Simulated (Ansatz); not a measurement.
Reactions of C2H5FO2Si, SMILES `CC(=O)O[SiH2]F`.

Calculated with Ansatz (gas phase, PBE0-D4/def2-TZVP geometries, no zero-point term in ΔE). CCSD(T)/CBS is the MP2 limit (def2-TZVPP, def2-QZVPP) plus CCSD(T) − MP2 in def2-TZVPP, frozen cores. This one scheme is used for every species. DFT in def2-TZVPP. Triplets are unrestricted, without spin–orbit coupling. Elements past krypton have def2 core potentials. For I outer-core shells are correlated without core-valence functions, which leaves a few kJ/mol of doubt a bond. Each species was taken in one conformer, which may not be the lowest.

```csv
reaction,CCSD(T)/CBS(def2) (eV)
`CC(=O)O[SiH2]F` + CH₃OH → `CO[SiH2]OC(C)=O` + H–F,0.38
`CC(=O)O[SiH2]F` + CH₄ → `C[SiH2]OC(C)=O` + H–F,1.50
`CC(=O)O[SiH2]F` + `B[SiH2]N` → `B[SiH2]N[SiH2]F` + `CC(=O)O`,0.22
`CC(=O)O[SiH2]F` + H₂ → `CC(=O)O[SiH3]` + H–F,1.30
`CC(=O)O[SiH2]F` + `BN[SiH3]` → `BN([SiH3])[SiH2]F` + `CC(=O)O`,0.39
`CC(=O)O[SiH2]F` → `O=CO[SiH2]F` + `[CH2]` (triplet),4.87
`CC(=O)O[SiH2]F` → `CC(=O)O` + `F[SiH]`,?
`CC(=O)O[SiH2]F` + HI → `CC(=O)I` + `O[SiH2]F`,0.18
`CC(=O)O[SiH2]F` + `F[SiH](F)S` → `F[SiH2]S[SiH](F)F` + `CC(=O)O`,?
`CC(=O)O[SiH2]F` + `BN` → `BN[SiH2]F` + `CC(=O)O`,?
```

Task: Fill in the missing values. (Best estimate.)

Result: Computed: `CC(=O)O[SiH2]F` → `CC(=O)O` + `F[SiH]`: +3.13 eV; `CC(=O)O[SiH2]F` + `F[SiH](F)S` → `F[SiH2]S[SiH](F)F` + `CC(=O)O`: +0.30 eV; `CC(=O)O[SiH2]F` + `BN` → `BN[SiH2]F` + `CC(=O)O`: +0.41 eV.

Largest T1 diagnostic: 0.015, for `F[SiH]`.
